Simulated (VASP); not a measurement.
# CaF2 (Fluorite) (Fm-3m) in VASP: notebook, part 2 of 2

VASP 6.6.1. Earlier steps stand in the parts before.

## (3) Relaxation of cell and atoms, PBE

INCAR

```
SYSTEM = CaF2
PREC = Accurate
ENCUT = 600
EDIFF = 1E-6
ISMEAR = 0
SIGMA = 0.03
LREAL = .False.
LASPH = .True.
NELM = 80
ALGO = Normal
ISIF = 3
LWAVE = .False.
LCHARG = .False.
GGA = PE
IBRION = 2
NSW = 90
EDIFFG = -0.01
KPAR = 2
```

KPOINTS

```
regular mesh
0
Gamma
  8 8 8
  0 0 0
```

POSCAR

```
CaF2
1.0
    0.0000000000      2.7310000000      2.7310000000
    2.7310000000      0.0000000000      2.7310000000
    2.7310000000      2.7310000000      0.0000000000
Ca F
1 2
Direct
    0.0000000000      0.0000000000      0.0000000000
    0.2500000000      0.2500000000      0.2500000000
    0.7500000000      0.7500000000      0.7500000000
```

Potentials or basis: VASP PAW PBE potentials, release 64 (Ca_sv, F).

Command:

```sh
> cat potpaw_PBE.64/Ca_sv/POTCAR potpaw_PBE.64/F/POTCAR > POTCAR
> mpirun -np 2 vasp_std > vasp.out
```

OUTCAR:

```text
SYSTEM = CaF2
   PREC = Accurate
   ENCUT = 600
   EDIFF = 1E-6
   ISMEAR = 0
   LREAL = .False.
   LASPH = .True.
   NELM = 80
   ISIF = 3
   GGA = PE
   IBRION = 2
   NSW = 90
   EDIFFG = -0.01

 ion  position               nearest neighbor table
   1  0.000  0.000  0.000-   3 2.37   3 2.37   3 2.37   2 2.37   3 2.37   2 2.37   2 2.37   2 2.37

   2  0.250  0.250  0.250-   1 2.37   1 2.37   1 2.37   1 2.37
   3  0.750  0.750  0.750-   1 2.37   1 2.37   1 2.37   1 2.37

[... 702 lines left out ...]
  FORCE on cell =-STRESS in cart. coord.  units (eV):
  Direction    XX          YY          ZZ          XY          YZ          ZX
  --------------------------------------------------------------------------------------
  -------------------------------------------------------------------------------------
  Total       -0.0167275     -0.0167275     -0.0167275     -0.0000000     -0.0000000     -0.0000000
  in kB       -0.6389153     -0.6389153     -0.6389153     -0.0000000     -0.0000000     -0.0000000
  external PRESSURE =      -0.6389153 kB  Pullay stress =       0.0000000 kB

 VOLUME and BASIS-vectors are now :
 -----------------------------------------------------------------------------
  energy-cutoff  :      600.00
  volume of cell :       41.95
      direct lattice vectors                 reciprocal lattice vectors
     0.000000000  2.757757683  2.757757683    -0.181306720  0.181306720  0.181306720
     2.757757683  0.000000000  2.757757683     0.181306720 -0.181306720  0.181306720
     2.757757683  2.757757683 -0.000000000     0.181306720  0.181306720 -0.181306720

 POSITION                                       TOTAL-FORCE (eV/Angst)
 -----------------------------------------------------------------------------------
      2.75776      0.00000      2.75776        -0.000000     -0.000000     -0.000000
      1.37888      1.37888      1.37888         0.000000      0.000000      0.000000
      4.13664      4.13664      4.13664        -0.000000     -0.000000     -0.000000
 -----------------------------------------------------------------------------------
    total drift:                                0.000000     -0.000000      0.000000

  FREE ENERGIE OF THE ION-ELECTRON SYSTEM (eV)
  ---------------------------------------------------
  free  energy   TOTEN  =       -17.3417948570 eV

  energy  without entropy=      -17.3417948570  energy(sigma->0) =      -17.34179486

 reached required accuracy - stopping structural energy minimisation
```

CONTCAR:

```text
CaF2
   1.00000000000000
     0.0000000000000000    2.7577576830659760    2.7577576830659760
     2.7577576830659760    0.0000000000000000    2.7577576830659760
     2.7577576830659760    2.7577576830659760   -0.0000000000000000
  Ca              F
     1     2
Direct
     0.0000000000000000    1.0000000000000000    0.0000000000000000
     0.2500000000000000    0.2500000000000000    0.2500000000000000
     0.7500000000000000    0.7500000000000000    0.7500000000000000

  0.00000000E+00  0.00000000E+00  0.00000000E+00
  0.00000000E+00  0.00000000E+00  0.00000000E+00
  0.00000000E+00  0.00000000E+00  0.00000000E+00
```

It took 14 s on 2 MPI ranks of AMD EPYC 9R45 (Zen 5), shared host; peak memory 0.17 GiB.

What came out:

```yaml
Free_energy: -17.3418 eV
Relaxed_volume: 13.98 Å³/atom
Relaxed_cell: a = 3.900 Å, b = 3.900 Å, c = 3.900 Å, α = 60.00°, β = 60.00°, γ = 60.00°
Space_group_after_relaxing_to_0.05_Å: Fm-3m (No. 225)
Energy_gained_by_relaxing: 2.8 meV/atom
Ionic_steps: 2
Pressure_after_relaxing: -0.1 GPa
Band_gap_on_the_k_mesh: 7.11 eV, indirect (least direct gap 7.36 eV)
```

Step by step:
| step | energy change (eV) | largest force (eV/Å) | pressure (GPa) | volume (Å³) |
| --- | --- | --- | --- | --- |
| 1 | 0.0000 | 0.0000 | 2.40 | 40.74 |
| 2 | -0.0084 | 0.0000 | -0.06 | 41.95 |

Final structure:
```
Ca F
1.0
     0.00000    2.75776    2.75776
     2.75776    0.00000    2.75776
     2.75776    2.75776    0.00000
Ca F
1 2
Direct
  0.00000 0.00000 0.00000
  0.25000 0.25000 0.25000
  0.75000 0.75000 0.75000
```

Levels at points of the mesh, in eV from the valence-band top:
| k point | band 8 | band 9 | band 10 | band 11 | band 12 | band 13 | band 14 | band 15 | band 16 |
| --- | --- | --- | --- | --- | --- | --- | --- | --- | --- |
| (0.00, 0.00, 0.00) | -2.02 | -2.02 | -0.25 | -0.25 | -0.25 | 7.11 | 9.05 | 9.05 | 11.00 |
| (0.50, 0.00, 0.00) | -1.44 | -1.25 | -1.20 | -0.82 | -0.82 | 9.25 | 9.25 | 9.56 | 10.58 |
| (0.50, 0.50, 0.00) | -1.60 | -1.60 | -0.35 | -0.35 | 0.00 | 8.03 | 9.35 | 9.92 | 10.67 |

A k mesh can miss the band edges. PBE gaps usually lie below the measured ones, often by a third to a half.

## (4) Relaxation of cell and atoms, PBE

This run uses another cell than the first one, of 13.98 Å³/atom, 1.030 times its volume.

INCAR, as its differences from that of step 3:

```diff
@@ -3,3 +3,3 @@
 ENCUT = 600
-EDIFF = 1E-6
+EDIFF = 1E-7
 ISMEAR = 0
@@ -16,3 +16,3 @@
 NSW = 90
-EDIFFG = -0.01
+EDIFFG = -0.005
 KPAR = 2
```

KPOINTS is that of step 3.

POSCAR

```
CaF2                                    
1.0
    0.0000000000      2.7577576831      2.7577576831
    2.7577576831      0.0000000000      2.7577576831
    2.7577576831      2.7577576831     -0.0000000000
  Ca              F             
     1     2
Direct
     0.0000000000000000    1.0000000000000000    0.0000000000000000
     0.2500000000000000    0.2500000000000000    0.2500000000000000
     0.7500000000000000    0.7500000000000000    0.7500000000000000
```

Command:

```sh
> cat potpaw_PBE.64/Ca_sv/POTCAR potpaw_PBE.64/F/POTCAR > POTCAR
> mpirun -np 2 vasp_std > vasp.out
```

Run time: 13 s. Hardware: 2 MPI ranks of AMD EPYC 9R45 (Zen 5), shared host; peak memory 0.17 GiB.

It converged, with:

- Free energy: -17.3450 eV
- Relaxed volume: 13.97 Å³/atom
- Relaxed cell: a = 3.899 Å, b = 3.899 Å, c = 3.899 Å, α = 60.00°, β = 60.00°, γ = 60.00°
- Space group after relaxing (to 0.05 Å): Fm-3m (No. 225)
- Energy gained by relaxing: 0.0 meV/atom
- Ionic steps: 2
- Pressure after relaxing: 0.0 GPa
- Band gap on the k mesh: 7.12 eV, indirect (least direct gap 7.37 eV)

Final structure:
```
Ca F
1.0
     0.00000    2.75666    2.75666
     2.75666    0.00000    2.75666
     2.75666    2.75666    0.00000
Ca F
1 2
Direct
  0.00000 0.00000 0.00000
  0.25000 0.25000 0.25000
  0.75000 0.75000 0.75000
```

Levels at points of the mesh, in eV from the valence-band top:
```csv
k point,band 10,band 11,band 12,band 13,band 14,band 15
"(0.00, 0.00, 0.00)",-0.25,-0.25,-0.25,7.12,9.06,9.06
"(0.50, 0.00, 0.00)",-1.20,-0.82,-0.82,9.26,9.26,9.57
"(0.50, 0.50, 0.00)",-0.35,-0.35,0.00,8.04,9.36,9.93
```

A k mesh can miss the band edges. A hybrid or GW would open this gap; PBE tends to underestimate it.
